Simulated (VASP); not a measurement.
Write the native input for VASP 6.6.1 that does the following.

- Task: single point
- Functional: PBE
- Dispersion: D3(BJ)
- Potentials or basis: VASP PAW PBE potentials, release 64 (B)
- Cutoff: 520 eV
- k mesh: 33 × 33 × 14
- Occupations: gaussian, width 0.15 eV
- Spin: no spin polarisation
- Dipole correction: no
- Further INCAR settings: ALGO = Fast; EDIFF = 1e-07; NBANDS = 8

The structure of B lies in POSCAR:

```
B
1.0
    1.7024335758      0.0000000000      0.0000000000
   -0.8512167879      1.4743507249      0.0000000000
    0.0000000000      0.0000000000      3.8171939925
B
1
Direct
    0.0000000000      0.0000000000      0.0000000000
```

This isn't the form of B at room conditions, which is rhombohedral.

The cell isn't the ideal one: strain +0.000 along x and y, +0.050 along z, atoms carried along.

The input as run:

INCAR

```
SYSTEM = B
ALGO = Fast ; EDIFF = 1E-7
ENCUT = 520 ; GGA = PE
ISIF = 2 ; ISMEAR = 0
IVDW = 12 ; LASPH = .TRUE.
LCHARG = .FALSE. ; LREAL = .FALSE.
LWAVE = .FALSE. ; NBANDS = 8
NELM = 60 ; PREC = Accurate
SIGMA = 0.15
```

KPOINTS

```
k-points
0
G
  33 33 14
  0 0 0
```

Potentials or basis: VASP PAW PBE potentials, release 64 (B).

Run with:

```sh
$ cat potpaw_PBE.64/B/POTCAR > POTCAR
$ mpirun -np 1 vasp_std > vasp.out
```

Results of the run:

```json
{"Pressure": "0.1 GPa", "Band gap on the k mesh": "none (metal or under the smearing width)", "Dispersion energy per atom": "-0.149 eV"}
```

Caveat: pairwise dispersion overbinds metals, which lowers pressure and volume.

It took 34 s on 1 thread of AMD EPYC 9R14 (Zen 4) (shared host), peak memory 0.14 GiB.
